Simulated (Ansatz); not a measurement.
Method: DFT PBEsol, scalar-relativistic, plane waves, PAW in Ansatz 0.2.0. Cutoff 420 eV, Γ-centred k meshes of 512 to 4096 points, fixed occupations in insulators, in metals Fermi–Dirac smearing of 0.15 eV (Gaussian, 0.2 eV, where magnetic), no spin polarisation. Some cells are trial structures made by swapping elements. Values of metals depend on mesh and smearing. Spin–orbit coupling is left out. Each crystal stands at its own equilibrium volume, in the symmetry named.

Problem. Order these crystals by the shear modulus (Hill), lowest first.
A. Li2S (Fm-3m, 3 atoms in the cell, 15.1 Å³/atom, S next to 8 Li)
B. NbN (Fm-3m, 2 atoms in the cell, 10.5 Å³/atom, Nb next to 6 N)
C. TiSi (Fm-3m, 2 atoms in the cell, 16.0 Å³/atom, Ti next to 6 Si)
D. InSb (F-43m, 2 atoms in the cell, 34.7 Å³/atom, In next to 4 Sb)

Solution. D (20 GPa), C (28 GPa), A (34 GPa), B (138 GPa).

Cost: 4 runs of about 3.6 core-minutes in all, on Intel Xeon 6975P-C (Granite Rapids), Intel Xeon Processor @ 2.50GHz (Skylake/Cascade Lake), Arm Neoverse V1 and other processors (shared hosts).